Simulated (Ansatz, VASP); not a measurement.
Two plane-wave programs on Pb

Contents of INCAR:

```
SYSTEM = Pb
  PREC = Accurate
  ENCUT = 520
  EDIFF = 1E-7
  ISMEAR = 0
  SIGMA = 0.1
  LREAL = .False.
  LASPH = .True.
  NELM = 100
  ALGO = Fast
  ISIF = 2
  LWAVE = .False.
  LCHARG = .False.
  GGA = PE
  NBANDS = 13
```

File KPOINTS:

```
Automatic mesh
0
Gamma
  15 15 15
  0 0 0
```

The input POSCAR:

```
Pb
1.0
   -1.6663784403      1.6663784403      1.6663784403
    1.9039375883     -1.9039375883      2.1414967363
    1.9039375883      2.1414967363     -1.9039375883
Pb
1
Direct
    0.0000000000      0.0000000000      0.0000000000
```

Input for Ansatz:

```yaml
crystal:
  lattice:
    - [-1.6663784403, 1.6663784403, 1.6663784403]
    - [1.9039375883, -1.9039375883, 2.1414967363]
    - [1.9039375883, 2.1414967363, -1.9039375883]
  atoms:
    - { symbol: Pb, position: [0.0, 0.0, 0.0] }
basis:
  ecutwfc: 420
kpoints:
  mp_grid: { grid: [15, 15, 15] }
hamiltonian:
  xc: pbe
scf:
  occupations: { method: gaussian, width: 0.1 }
output:
  forces: true
  stress: true
  eigenvalues: true
```

Alike in both runs: task single point; functional PBE; k mesh 15 × 15 × 15; occupations gaussian, width 0.1 eV; no spin polarisation.

|  | VASP | Ansatz |
| --- | --- | --- |
| version | VASP 6.6.1 | Ansatz 0.2.0 |
| potentials or method | VASP PAW PBE potentials, release 64 (Pb_d) | scalar-relativistic, plane waves, PAW |
| plane-wave cutoff (eV) | 520 | 420 |
| valence electrons in the cell | 14 | 14 |

```csv
,VASP,Ansatz,Ansatz less VASP
gap on the k mesh at the Fermi level (eV),none,none,-
pressure (GPa),12.4,12.4,+0.08
largest component of the traceless stress (GPa),7.27,7.29,+0.016
```

A gap of «none» marks a metal or a gap that the smearing closes. The functional is the same, so the differences come from potentials, cutoffs and numerics.

Spin-orbit coupling is left out, which matters for the levels of Pb.
